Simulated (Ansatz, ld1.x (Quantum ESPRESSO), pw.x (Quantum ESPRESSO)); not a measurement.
**pw.x on fcc Ti: one setting changed**

Potential: norm-conserving Troullier–Martins (Kleinman–Bylander form), ld1.x (Quantum ESPRESSO) 7.5, PBE; core [Ar], reference 3d2 4s2 4p0; waves: 4s (bound): rc 2.75 bohr; 4p (bound, empty): rc 2.90 bohr; 3d (bound): rc 2.18 bohr; local part: all-electron potential smoothed inside 2.20 bohr (lloc = -2); core correction: a·sin(br)/r model core inside 1.45 bohr.

The reference run (k-mesh 14³, cutoffs 70/280 Ry, Fermi–Dirac 0.01 Ry, mixing_beta 0.4, conv_thr 1e-9, no spin) gives -0.35 GPa at 17.482 Å³/atom, where all-electron LAPW gives -0.10 GPa. This run, with its own iteration cap, changes smearing to gauss.

```
&control
  calculation='scf', prefix='x', pseudo_dir='./', outdir='./tmp', tstress=.true., disk_io='none'
/
&system
  ibrav=0, nat=1, ntyp=1, ecutwfc=70, ecutrho=280, nbnd=9,
  occupations='smearing', smearing='gauss', degauss=0.01
/
&electrons
  conv_thr=1e-09, mixing_beta=0.4, electron_maxstep=60
/
ATOMIC_SPECIES
Ti 1.0 Ti.UPF
CELL_PARAMETERS angstrom
  0.00000000 2.05993590 2.05993590
  2.05993590 0.00000000 2.05993590
  2.05993590 2.05993590 0.00000000
ATOMIC_POSITIONS crystal
Ti 0.0000 0.0000 0.0000
K_POINTS automatic
14 14 14 0 0 0
```

```bash
pw.x < Ti.scf.in > Ti.scf.out
```

Q: How does the run end?

A: It converges in 7 iterations; the free energy moves by +45.1 meV/atom and the pressure by -0.44 GPa. Gaussian smearing of the same width is narrower in effect than Fermi–Dirac, so its quadratic term in F is smaller.

```
Message from routine setup:
     using ibrav=0 with symmetry is DISCOURAGED, use correct ibrav instead
     lattice parameter (alat)  =       5.5051  a.u.
     unit-cell volume          =     117.9744 (a.u.)^3
     number of electrons       =         4.00
     number of Kohn-Sham states=            9
     kinetic-energy cutoff     =      70.0000  Ry
     charge density cutoff     =     280.0000  Ry
     scf convergence threshold =      1.0E-09
     Exchange-correlation= PBE
     number of k points=   104  Gaussian smearing, width (Ry)=  0.0100
     iteration #  1     ecut=    70.00 Ry     beta= 0.40
     total energy              =     -13.16419129 Ry
     estimated scf accuracy    <       0.03765224 Ry
     iteration #  2     ecut=    70.00 Ry     beta= 0.40
     total energy              =     -13.16823518 Ry
     estimated scf accuracy    <       0.00158874 Ry
     iteration #  3     ecut=    70.00 Ry     beta= 0.40
     total energy              =     -13.16853550 Ry
     estimated scf accuracy    <       0.00012385 Ry
     iteration #  4     ecut=    70.00 Ry     beta= 0.40
     total energy              =     -13.16853996 Ry
     estimated scf accuracy    <       0.00000240 Ry
     iteration #  5     ecut=    70.00 Ry     beta= 0.40
     total energy              =     -13.16854060 Ry
     estimated scf accuracy    <       0.00000009 Ry
     iteration #  6     ecut=    70.00 Ry     beta= 0.40
     total energy              =     -13.16854062 Ry
     estimated scf accuracy    <       0.00000002 Ry
     iteration #  7     ecut=    70.00 Ry     beta= 0.40
     the Fermi energy is     8.0973 ev
!    total energy              =     -13.16854062 Ry
     estimated scf accuracy    <          1.7E-11 Ry
     smearing contrib. (-TS)   =      -0.00125364 Ry
     The total energy is F=E-TS. E is the sum of the following terms:
     one-electron contribution =       5.49047245 Ry
     hartree contribution      =       0.20830101 Ry
     xc contribution           =      -9.44361375 Ry
     ewald contribution        =      -9.42244669 Ry
     convergence has been achieved in   7 iterations
          total   stress  (Ry/bohr**3)                   (kbar)     P=       -7.84
     Message from routine punch:
     Nothing written, as per user request (disk_io='none')
```

The run took about 11 s on one core of a shared host (Neoverse-V1, 32 threads, 247 GiB, load 25).
